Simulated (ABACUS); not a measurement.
Crystal: Al.

```xyz
1
Lattice="1.5912 1.5912 1.5912 -1.5912 1.5912 1.5912 -1.5912 -1.5912 1.5912" Properties=species:S:1:pos:R:3 pbc="T T T"
Al    0.0000    0.0000    0.0000
```

This isn't the form of Al at room conditions, which is fcc.

Base run:

- Program: ABACUS 3.10.1
- Functional: PBE
- Potentials or basis: SG15 ONCV 1.2 PBE
- Cutoff: 816 eV
- Density cutoff: 3265 eV
- Basis: plane waves
- k mesh: 8 × 8 × 8
- Occupations: fermi-dirac, width 0.05 eV
- Spin: no spin polarisation

Its results: band gap on the k mesh none (metal or under the smearing width); pressure 2.8 GPa.

Problem. The run is repeated on the same cell with these changes: potentials or basis from SG15 ONCV 1.2 PBE to Ansatz NC PBE; cutoff from 816 eV to 558 eV; density cutoff from 3265 eV to 2231 eV; valence electrons from 11 to 3. What comes out?

Solution. Band gap on the k mesh none (metal or under the smearing width); pressure 4.1 GPa.
